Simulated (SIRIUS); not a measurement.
Wanted: the native input for a SIRIUS 7.12.0 run.

- Task: single point
- Functional: PBEsol
- Potentials or basis: PseudoDojo 0.4.1 PBEsol standard (scalar relativistic)
- Cutoff: 1177 eV
- Density cutoff: 4707 eV
- k mesh: 8 × 8 × 8
- Occupations: fermi-dirac, width 0.05 eV
- Spin: no spin polarisation
- Libxc names: ["XC_GGA_X_PBE_SOL", "XC_GGA_C_PBE_SOL"]
- Energy tol: 1e-08 Ha
- Density tol: 1e-06
- Mixer: anderson
- Mixing beta: 0.7
- Max scf: 100
- Radial cutoff for the potentials' integrals: 6.5 bohr

The system is HgSe.

```
CELL_PARAMETERS angstrom
0.00000 3.03900 3.03900
3.03900 0.00000 3.03900
3.03900 3.03900 0.00000
ATOMIC_POSITIONS crystal
Hg 0.00000 0.00000 0.00000
Se 0.75000 0.75000 0.75000
```

The input as run:

sirius.json

```json
{
  "control": {
    "processing_unit": "cpu",
    "verbosity": 2,
    "num_bands_to_print": 27,
    "print_forces": true,
    "print_stress": true
  },
  "parameters": {
    "electronic_structure_method": "pseudopotential",
    "xc_functionals": ["XC_GGA_X_PBE_SOL", "XC_GGA_C_PBE_SOL"],
    "gk_cutoff": 9.3,
    "pw_cutoff": 18.6,
    "ngridk": [8, 8, 8],
    "shiftk": [0, 0, 0],
    "smearing": "fermi_dirac",
    "smearing_width": 0.0018374661,
    "num_bands": 27,
    "num_mag_dims": 0,
    "num_dft_iter": 100,
    "energy_tol": 1e-08,
    "density_tol": 1e-06
  },
  "iterative_solver": {
    "type": "davidson",
    "min_tolerance": 1e-10
  },
  "mixer": {
    "type": "anderson",
    "beta": 0.7,
    "max_history": 8
  },
  "settings": {
    "tol_ne": 1e-10,
    "pseudo_grid_cutoff": 6.5
  },
  "unit_cell": {
    "lattice_vectors": [
      [0.0, 0.707106781187, 0.707106781187],
      [0.707106781187, 0.0, 0.707106781187],
      [0.707106781187, 0.707106781187, 0.0]
    ],
    "lattice_vectors_scale": 8.1216555201,
    "atom_coordinate_units": "lattice",
    "atom_types": ["Hg", "Se"],
    "atom_files": {
      "Se": "Se.json",
      "Hg": "Hg.json"
    },
    "atoms": {
      "Hg": [
        [0.0, 0.0, 0.0]
      ],
      "Se": [
        [0.75, 0.75, 0.75]
      ]
    }
  }
}
```

Potentials or basis: PseudoDojo 0.4.1 PBEsol standard (scalar relativistic).

The run is started by

```bash
$ upf_to_json Se.upf
$ upf_to_json Hg.upf
$ OMP_NUM_THREADS=1 sirius.scf --input=sirius.json --output=out.json --task=0
```

It gave:

The pressure is 1.4 GPa and the band gap on the k mesh is 0.00 eV.

Caveat: spin-orbit coupling is left out, which moves the levels of the heavy elements.

Run time: 4 min on 1 thread of AMD EPYC 7571, on a shared host, peak memory 0.48 GiB.
